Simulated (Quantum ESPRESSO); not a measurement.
# TiTe2 (P-3m1) in Quantum ESPRESSO: further runs

The runs below take TiTe2 through band structure, with PBEsol.

Everything below comes from runs of Quantum ESPRESSO 7.5. Logs are shortened: lines on timing, memory, paths and dates and some standing lists are left out, and cuts for length are marked.

## (1) The structure

The structure is trigonal, space group P-3m1 (No. 164). Conventional cell: a = 3.777 Å, b = 3.777 Å, c = 6.498 Å, α = 90.00°, β = 90.00°, γ = 120.00°. Around Te (site symmetry 3m) lie 3 Ti at 2.77 Å. Around Ti (site symmetry -3m) lie 6 Te at 2.77 Å.

## (2) Band structure, PBEsol

Input file pw.in:

```
&CONTROL
  calculation = 'scf'
  prefix = 'pwscf'
  outdir = './tmp'
  pseudo_dir = './pseudo'
  tprnfor = .true.
  tstress = .true.
  disk_io = 'low'
/
&SYSTEM
  ibrav = 0
  celldm(1) = 8
  nat = 3
  ntyp = 2
  ecutwfc = 45
  ecutrho = 360
  nbnd = 19
  occupations = 'smearing'
  smearing = 'fd'
  degauss = 0.00367493
/
&ELECTRONS
  conv_thr = 6d-10
  electron_maxstep = 120
  mixing_beta = 0.5
/
ATOMIC_SPECIES
Te   127.6000 te_pbesol_v1.uspp.F.UPF
Ti    47.8670 ti_pbesol_v1.4.uspp.F.UPF
CELL_PARAMETERS alat
  0.8921869465889   0.0000000000000   0.0000000000000
 -0.4460934732945   0.7726565606724   0.0000000000000
  0.0000000000000   0.0000000000000   1.5349300447273
ATOMIC_POSITIONS crystal
Te     0.3333333333    0.6666666667    0.7372000000
Te     0.6666666667    0.3333333333    0.2628000000
Ti     0.0000000000    0.0000000000    0.0000000000
K_POINTS automatic
8 8 4 0 0 0
```

Input file bands.in:

```
&CONTROL
  calculation = 'bands'
  prefix = 'pwscf'
  outdir = './tmp'
  pseudo_dir = './pseudo'
  disk_io = 'low'
  verbosity = 'high'
/
&SYSTEM
  ibrav = 0
  celldm(1) = 8
  nat = 3
  ntyp = 2
  ecutwfc = 45
  ecutrho = 360
  nbnd = 19
  occupations = 'smearing'
  smearing = 'fd'
  degauss = 0.00367493
/
&ELECTRONS
  conv_thr = 1d-08
  electron_maxstep = 120
  mixing_beta = 0.5
  diago_full_acc = .true.
  startingwfc = 'random'
/
ATOMIC_SPECIES
Te   127.6000 te_pbesol_v1.uspp.F.UPF
Ti    47.8670 ti_pbesol_v1.4.uspp.F.UPF
CELL_PARAMETERS alat
  0.8921869465889   0.0000000000000   0.0000000000000
 -0.4460934732945   0.7726565606724   0.0000000000000
  0.0000000000000   0.0000000000000   1.5349300447273
ATOMIC_POSITIONS crystal
Te     0.3333333333    0.6666666667    0.7372000000
Te     0.6666666667    0.3333333333    0.2628000000
Ti     0.0000000000    0.0000000000    0.0000000000
K_POINTS crystal
60
 0.0000000000  0.0000000000  0.0000000000 1
 0.0625000000  0.0000000000  0.0000000000 1
 0.1250000000  0.0000000000  0.0000000000 1
 0.1875000000  0.0000000000  0.0000000000 1
 0.2500000000  0.0000000000  0.0000000000 1
 0.3125000000  0.0000000000  0.0000000000 1
 0.3750000000  0.0000000000  0.0000000000 1
 0.4375000000  0.0000000000  0.0000000000 1
 0.5000000000  0.0000000000  0.0000000000 1
 0.4583333333  0.0833333333  0.0000000000 1
 0.4166666667  0.1666666667  0.0000000000 1
 0.3750000000  0.2500000000  0.0000000000 1
 0.3333333333  0.3333333333  0.0000000000 1
 0.2962962963  0.2962962963  0.0000000000 1
 0.2592592593  0.2592592593  0.0000000000 1
 0.2222222222  0.2222222222  0.0000000000 1
 0.1851851852  0.1851851852  0.0000000000 1
 0.1481481481  0.1481481481  0.0000000000 1
 0.1111111111  0.1111111111  0.0000000000 1
 0.0740740741  0.0740740741  0.0000000000 1
 0.0370370370  0.0370370370  0.0000000000 1
 0.0000000000  0.0000000000  0.0000000000 1
 0.0000000000  0.0000000000  0.1250000000 1
 0.0000000000  0.0000000000  0.2500000000 1
 0.0000000000  0.0000000000  0.3750000000 1
 0.0000000000  0.0000000000  0.5000000000 1
 0.0625000000  0.0000000000  0.5000000000 1
 0.1250000000  0.0000000000  0.5000000000 1
 0.1875000000  0.0000000000  0.5000000000 1
 0.2500000000  0.0000000000  0.5000000000 1
 0.3125000000  0.0000000000  0.5000000000 1
 0.3750000000  0.0000000000  0.5000000000 1
 0.4375000000  0.0000000000  0.5000000000 1
 0.5000000000  0.0000000000  0.5000000000 1
 0.4666666667  0.0666666667  0.5000000000 1
 0.4333333333  0.1333333333  0.5000000000 1
 0.4000000000  0.2000000000  0.5000000000 1
 0.3666666667  0.2666666667  0.5000000000 1
 0.3333333333  0.3333333333  0.5000000000 1
 0.3030303030  0.3030303030  0.5000000000 1
 0.2727272727  0.2727272727  0.5000000000 1
 0.2424242424  0.2424242424  0.5000000000 1
 0.2121212121  0.2121212121  0.5000000000 1
 0.1818181818  0.1818181818  0.5000000000 1
 0.1515151515  0.1515151515  0.5000000000 1
 0.1212121212  0.1212121212  0.5000000000 1
 0.0909090909  0.0909090909  0.5000000000 1
 0.0606060606  0.0606060606  0.5000000000 1
 0.0303030303  0.0303030303  0.5000000000 1
 0.0000000000  0.0000000000  0.5000000000 1
 0.5000000000  0.0000000000  0.5000000000 1
 0.5000000000  0.0000000000  0.3750000000 1
 0.5000000000  0.0000000000  0.2500000000 1
 0.5000000000  0.0000000000  0.1250000000 1
 0.5000000000  0.0000000000  0.0000000000 1
 0.3333333333  0.3333333333  0.0000000000 1
 0.3333333333  0.3333333333  0.1250000000 1
 0.3333333333  0.3333333333  0.2500000000 1
 0.3333333333  0.3333333333  0.3750000000 1
 0.3333333333  0.3333333333  0.5000000000 1
```

Potentials or basis: GBRV 1.5 PBEsol.

Command:

```bash
$ OMP_NUM_THREADS=1 mpirun -n 2 pw.x -nk 2 -in pw.in > pw.out
$ OMP_NUM_THREADS=1 mpirun -n 2 pw.x -nk 2 -in bands.in > bands.out
```

pw.out:

```text
This program is part of the open-source Quantum ESPRESSO suite
     for quantum simulation of materials; please cite
[... 13 lines left out ...]
     --------------------
     sticks:   dense  smooth     PW     G-vecs:    dense   smooth      PW
     Sum        1261     637    187                62475    22097    3599

     Using Slab Decomposition

     bravais-lattice index     =            0
     lattice parameter (alat)  =       8.0000  a.u.
     unit-cell volume          =     541.7525 (a.u.)^3
     number of atoms/cell      =            3
     number of atomic types    =            2
     number of electrons       =        24.00
     number of Kohn-Sham states=           19
     kinetic-energy cutoff     =      45.0000  Ry
     charge density cutoff     =     360.0000  Ry
     scf convergence threshold =      6.0E-10
     mixing beta               =       0.5000
     number of iterations used =            8  plain     mixing
     Exchange-correlation= SLA  PW   PSX  PSC
                           (   1   4  10   8   0   0   0)

     celldm(1)=   8.000000  celldm(2)=   0.000000  celldm(3)=   0.000000
     celldm(4)=   0.000000  celldm(5)=   0.000000  celldm(6)=   0.000000

     crystal axes: (cart. coord. in units of alat)
               a(1) = (   0.892187   0.000000   0.000000 )
               a(2) = (  -0.446093   0.772657   0.000000 )
               a(3) = (   0.000000   0.000000   1.534930 )

     reciprocal axes: (cart. coord. in units 2 pi/alat)
               b(1) = (  1.120841  0.647118 -0.000000 )
               b(2) = (  0.000000  1.294236  0.000000 )
               b(3) = (  0.000000 -0.000000  0.651495 )

     PseudoPot. # 1 for Te read from file:
     te_pbesol_v1.uspp.F.UPF
     Pseudo is Ultrasoft + core correction, Zval =  6.0
     Generated by new atomic code, or converted to UPF format
     Using radial grid of  891 points,  5 beta functions with:
                l(1) =   0
                l(2) =   0
                l(3) =   1
                l(4) =   1
                l(5) =   2
     Q(r) pseudized with  6 coefficients,  rinner =    1.800   1.800   1.800
                                                       1.800   1.800

     PseudoPot. # 2 for Ti read from file:
     ti_pbesol_v1.4.uspp.F.UPF
     Pseudo is Ultrasoft + core correction, Zval = 12.0
     Generated by new atomic code, or converted to UPF format
     Using radial grid of  851 points,  6 beta functions with:
                l(1) =   0
                l(2) =   0
                l(3) =   1
                l(4) =   1
                l(5) =   2
                l(6) =   2
     Q(r) pseudized with  6 coefficients,  rinner =    1.000   1.000   1.000
                                                       1.000   1.000

     atomic species   valence    mass     pseudopotential
     Te                6.00   127.60000     Te( 1.00)
     Ti               12.00    47.86700     Ti( 1.00)

     12 Sym. Ops., with inversion, found

   Cartesian axes

     site n.     atom                  positions (alat units)
         1        Te     tau(   1) = (  -0.0000000   0.5151044   1.1315504  )
         2        Te     tau(   2) = (   0.4460935   0.2575522   0.4033796  )
         3        Ti     tau(   3) = (   0.0000000   0.0000000   0.0000000  )

     number of k points=    35  Fermi-Dirac smearing, width (Ry)=  0.0037
                       cart. coord. in units 2pi/alat
        k(    1) = (   0.0000000   0.0000000   0.0000000), wk =   0.0078125
        k(    2) = (   0.0000000   0.0000000   0.1628739), wk =   0.0156250
        k(    3) = (   0.0000000   0.0000000  -0.3257477), wk =   0.0078125
        k(    4) = (   0.0000000   0.1617795   0.0000000), wk =   0.0468750
        k(    5) = (   0.0000000   0.1617795   0.1628739), wk =   0.0468750
        k(    6) = (   0.0000000   0.1617795  -0.3257477), wk =   0.0468750
[... 27 lines left out ...]
        k(   34) = (  -0.1401052   0.4044488  -0.1628739), wk =   0.0937500
        k(   35) = (  -0.1401052   0.5662283  -0.1628739), wk =   0.0937500

     Dense  grid:    62475 G-vectors     FFT dimensions: (  45,  45,  75)

     Smooth grid:    22097 G-vectors     FFT dimensions: (  32,  32,  54)

     Check: negative core charge=   -0.000002

     Initial potential from superposition of free atoms

     starting charge      22.9996, renormalised to      24.0000

     negative rho (up, down):  7.642E-04 0.000E+00
     Starting wfcs are   18 randomized atomic wfcs +    1 random wfcs

     Self-consistent Calculation

     iteration #  1     ecut=    45.00 Ry     beta= 0.50
     Davidson diagonalization with overlap
     ethr =  1.00E-02,  avg # of iterations =  4.8

     negative rho (up, down):  5.484E-04 0.000E+00

     total energy              =    -171.70930006 Ry
     estimated scf accuracy    <       0.86103855 Ry

     iteration #  2     ecut=    45.00 Ry     beta= 0.50
     Davidson diagonalization with overlap
     ethr =  3.59E-03,  avg # of iterations =  2.7

     negative rho (up, down):  6.231E-04 0.000E+00

     total energy              =    -171.86238829 Ry
     estimated scf accuracy    <       3.70346987 Ry
[... 91 lines left out ...]
     iteration # 13     ecut=    45.00 Ry     beta= 0.50
     Davidson diagonalization with overlap
     ethr =  7.25E-11,  avg # of iterations =  4.0

     negative rho (up, down):  5.659E-04 0.000E+00

     total energy              =    -172.17249720 Ry
     estimated scf accuracy    <          1.2E-09 Ry

     iteration # 14     ecut=    45.00 Ry     beta= 0.50
     Davidson diagonalization with overlap
     ethr =  4.87E-12,  avg # of iterations =  2.0

     negative rho (up, down):  5.659E-04 0.000E+00

     End of self-consistent calculation

          k = 0.0000 0.0000 0.0000 (  2793 PWs)   bands (ev):

   -49.4145 -25.7683 -25.7683 -25.7363  -4.6000  -3.0937   2.5794   6.1673
     6.1673   8.1648   8.2326   8.2326   8.4141   8.9079   8.9079  10.8909
    10.8909  12.8363  13.6366

          k = 0.0000 0.0000 0.1629 (  2774 PWs)   bands (ev):

   -49.4145 -25.7683 -25.7683 -25.7363  -4.4386  -3.3882   3.2188   6.1987
     6.1987   6.7937   8.2245   8.2245   8.7453   8.7453   8.7802  11.1244
    11.1244  13.0310  14.5580

          k = 0.0000 0.0000-0.3257 (  2750 PWs)   bands (ev):

   -49.4145 -25.7683 -25.7683 -25.7363  -4.0842  -3.8628   4.5055   5.1624
     6.2320   6.2320   8.2178   8.2178   8.5998   8.5998   8.8509  11.3498
    11.3498  13.3301  14.6905
[... 43 lines left out ...]
          k = 0.0000 0.4853 0.1629 (  2747 PWs)   bands (ev):

   -49.4119 -25.8049 -25.7768 -25.7283  -3.1568  -2.7729   3.4203   4.0263
     5.2193   5.7969   6.0928   6.9120   7.9220   9.0418   9.1243  10.8980
    11.3144  12.3085  13.4592

          k = 0.0000 0.4853-0.3257 (  2766 PWs)   bands (ev):

   -49.4119 -25.8049 -25.7768 -25.7283  -3.0479  -2.8821   3.3536   3.6137
     5.5337   5.9384   6.5078   7.2030   7.7561   9.0968   9.3023  10.4527
    10.6550  12.4565  12.6879

          k = 0.0000-0.6471 0.0000 (  2758 PWs)   bands (ev):

   -49.4114 -25.8112 -25.7783 -25.7270  -2.8392  -2.6460   2.8684   4.1360
     5.1063   5.4111   6.0949   6.7152   7.8335   8.9959   9.3124  10.2170
    11.2105  13.0840  13.3793

          k = 0.0000-0.6471 0.1629 (  2768 PWs)   bands (ev):

   -49.4114 -25.8112 -25.7783 -25.7270  -2.8498  -2.6185   2.8105   3.6461
     5.2425   5.9321   6.1533   6.9939   7.7727   8.9951   9.3050  10.6090
    10.8056  12.1658  12.9751

          k = 0.0000-0.6471-0.3257 (  2760 PWs)   bands (ev):

   -49.4114 -25.8112 -25.7783 -25.7270  -2.8579  -2.5934   2.7995   3.2728
     5.4231   5.8257   6.8613   7.2345   7.5424   8.9936   9.2933  10.4422
    11.3573  11.8503  12.3766

          k = 0.1401 0.2427 0.0000 (  2777 PWs)   bands (ev):

   -49.4133 -25.7846 -25.7730 -25.7326  -4.1016  -2.8513   3.1964   5.1610
     5.9758   6.1343   6.8789   7.6831   8.1810   9.0055   9.2410  10.3379
    10.9776  14.7859  14.8047

          k = 0.1401 0.2427 0.1629 (  2766 PWs)   bands (ev):

   -49.4133 -25.7846 -25.7730 -25.7326  -3.9576  -3.0849   3.6355   5.1994
     5.7387   6.2349   6.8488   7.1745   8.3594   8.9990   9.3563  10.4094
    10.5673  14.3257  14.7994

          k = 0.1401 0.2427-0.3257 (  2776 PWs)   bands (ev):
[... 83 lines left out ...]
          k = 0.0000 0.3236-0.1629 (  2770 PWs)   bands (ev):

   -49.4130 -25.7898 -25.7733 -25.7316  -3.8258  -2.9775   3.6514   4.9688
     5.0992   6.1076   7.3515   7.3596   7.9540   9.2389   9.4799  10.0796
    10.5339  12.9425  13.6588

          k = 0.0000 0.4853-0.1629 (  2747 PWs)   bands (ev):

   -49.4119 -25.8049 -25.7768 -25.7283  -3.2516  -2.6447   3.2432   3.8824
     4.9449   5.9707   6.9531   7.1307   7.6891   9.0397   9.4814  10.1387
    10.6923  12.3245  12.8033

          k =-0.1401 0.4044-0.1629 (  2765 PWs)   bands (ev):

   -49.4122 -25.7982 -25.7781 -25.7293  -3.4350  -2.7611   3.7042   4.2563
     4.9908   5.7962   6.4246   7.0001   8.1584   9.0922   9.4609   9.8374
    10.7289  13.1793  14.1374

          k =-0.1401 0.5662-0.1629 (  2761 PWs)   bands (ev):

   -49.4114 -25.8077 -25.7817 -25.7270  -2.9288  -2.5472   3.0494   3.7639
     5.1264   5.6072   6.1594   6.4636   8.2134   9.0703   9.3265  10.0529
    10.5980  12.8759  13.7777

     the Fermi energy is     7.8133 ev

!    total energy              =    -172.17249720 Ry
     estimated scf accuracy    <          1.6E-10 Ry
     smearing contrib. (-TS)   =      -0.00085902 Ry
     internal energy E=F+TS    =    -172.17163818 Ry

     The total energy is F=E-TS. E is the sum of the following terms:
     one-electron contribution =     -80.82989267 Ry
     hartree contribution      =      48.17145241 Ry
     xc contribution           =     -46.60869717 Ry
     ewald contribution        =     -92.90450075 Ry

     convergence has been achieved in  14 iterations

     negative rho (up, down):  5.659E-04 0.000E+00

     Forces acting on atoms (cartesian axes, Ry/au):

     atom    1 type  1   force =     0.00000000    0.00000000    0.00421596
     atom    2 type  1   force =    -0.00000000   -0.00000000   -0.00421596
     atom    3 type  2   force =    -0.00000000    0.00000000    0.00000000

     Total force =     0.005962     Total SCF correction =     0.000004

     Computing stress (Cartesian axis) and pressure

     negative rho (up, down):  5.659E-04 0.000E+00
          total   stress  (Ry/bohr**3)                   (kbar)     P=      -22.05
  -0.00016194  -0.00000000   0.00000000          -23.82       -0.00        0.00
  -0.00000000  -0.00016194   0.00000000           -0.00      -23.82        0.00
   0.00000000   0.00000000  -0.00012588            0.00        0.00      -18.52

=------------------------------------------------------------------------------=
   JOB DONE.
=------------------------------------------------------------------------------=
```

Run time: 44 s. Hardware: 2 MPI ranks of Arm Neoverse V2, shared host; peak memory 0.36 GiB.

What came out:

- Free energy: -2342.5262 eV
- Pressure: -2.2 GPa
- Largest force: 0.108 eV/Å
- Band gap on the k mesh: none (metal or under the smearing width)

Forces in eV/Å, atoms in the order of the input:
```
Te   0.000  0.000  0.108
Te   0.000  0.000 -0.108
Ti   0.000  0.000  0.000
```

Stress tensor (GPa, compression positive):
```
-2.38  0.00  0.00
 0.00 -2.38  0.00
 0.00  0.00 -1.85
```

Levels at the corners of the path, in eV from the Fermi level:
```csv
point,band 8,band 9,band 10,band 11,band 12,band 13,band 14,band 15,band 16,band 17
Γ,-1.65,-1.65,0.35,0.42,0.42,0.60,1.09,1.09,3.08,3.08
M,-3.68,-2.71,-2.40,-1.72,-1.10,0.02,1.18,1.50,2.40,3.40
K,-3.66,-3.66,-2.35,-2.33,-2.33,0.99,1.45,1.45,2.09,2.09
Γ,-1.65,-1.65,0.35,0.42,0.42,0.60,1.09,1.09,3.08,3.08
A,-2.65,-1.58,-1.58,0.40,0.40,0.79,0.79,1.04,3.54,3.54
L,-4.54,-2.39,-1.99,-0.95,-0.58,-0.27,1.18,1.48,2.63,3.54
H,-4.06,-3.70,-3.23,-1.68,-1.68,1.00,1.01,1.01,3.04,3.04
A,-2.65,-1.58,-1.58,0.40,0.40,0.79,0.79,1.04,3.54,3.54
L,-4.54,-2.39,-1.99,-0.95,-0.58,-0.27,1.18,1.48,2.63,3.54
M,-3.68,-2.71,-2.40,-1.72,-1.10,0.02,1.18,1.50,2.40,3.40
K,-3.66,-3.66,-2.35,-2.33,-2.33,0.99,1.45,1.45,2.09,2.09
H,-4.06,-3.70,-3.23,-1.68,-1.68,1.00,1.01,1.01,3.04,3.04
```

Caveat: spin-orbit coupling is left out, which moves the levels of the heavy elements; this functional lacks dispersion, which binds the layers, so the pressure and a relaxed spacing across them are unreliable.

[end of part 1 of 2]
